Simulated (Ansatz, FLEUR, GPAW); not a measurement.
**BaTiO3: programs and potentials compared**

```xyz
5
Lattice="4.0060 0.0000 0.0000 0.0000 4.0060 0.0000 0.0000 0.0000 4.0060" Properties=species:S:1:pos:R:3 pbc="T T T"
Ba    2.0013    1.9758    2.0281
Ti    0.0003   -0.0082   -0.0438
O     0.0135    0.0306    1.9756
O     0.0010    1.9788    0.0272
O     2.0135   -0.0262    0.0342
```

Atoms were shifted at random by some hundredths of an Å from the given cell, which wasn't relaxed again for these runs.

Alike in all runs: task single point; functional PBEsol; k mesh 7 × 7 × 7; occupations fermi-dirac, width 0.05 eV; no spin polarisation; no spin-orbit coupling. Pressure is positive in compression and, in plane waves, holds the error of the finite cutoff, which Ansatz's Pulay term estimates and takes out.

| program and potentials | plane-wave cutoff (eV) | notes | pressure (GPa) | largest force (eV/Å) | energy over the undisturbed cell (meV/atom) |
| --- | --- | --- | --- | --- | --- |
| Ansatz, Ansatz PAW | 420 | potentials made for PBE, which Ansatz adapts in part; Pulay term of +0.59 GPa included | -4.60 | 0.735 | 7.06 |
| Ansatz, all-electron LAPW, scalar-relativistic | - | - | -4.59 | 0.735 | - |
| GPAW, PAW data sets generated for this functional | 800 | - | -3.13 | 0.727 | - |
| FLEUR, all-electron, FLAPW | - | - | - | 0.736 | 7.05 |

Force on atom 3 (O), eV/Å:

```
                           program and potentials       x       y      z
                               Ansatz, Ansatz PAW  -0.025  -0.269  0.683
   Ansatz, all-electron LAPW, scalar-relativistic  -0.025  -0.269  0.683
GPAW, PAW data sets generated for this functional  -0.027  -0.279  0.671
                       FLEUR, all-electron, FLAPW  -0.024  -0.268  0.685
```

The pressure spans -4.60 (Ansatz, Ansatz PAW) to -3.13 GPa (GPAW, PAW data sets generated for this functional), with all-electron results at -4.59.

Differences between rows come from potentials, basis sets and numerical settings, since the functional is the same but for its coding. Runs on potential files found faulty are left out.

The programs agree far better on forces than on pressure. FLEUR independently supports Ansatz's forces and distortion energy, but it gives no pressure, so the close match at -4.60 and -4.59 GPa remains a check within one program. GPAW's weaker tension probably reflects its data sets more than its cutoff, since a Pulay correction of the usual positive sign would widen the gap. Every available pressure is negative, so at these atomic positions PBEsol favours a smaller cell.

The force on the listed oxygen lies mainly along z, the Ti–O–Ti axis, and points towards the nearer Ti. Simple pair repulsion would push it the other way. Covalent mixing of O p with empty Ti d states, which drives off-centring in this perovskite, probably contributes, alongside forces from the other displaced ions. The rise in energy doesn't contradict the known polar instability of cubic BaTiO3: random shifts also excite stiff modes, whose cost can outweigh the gain along the soft polar one.
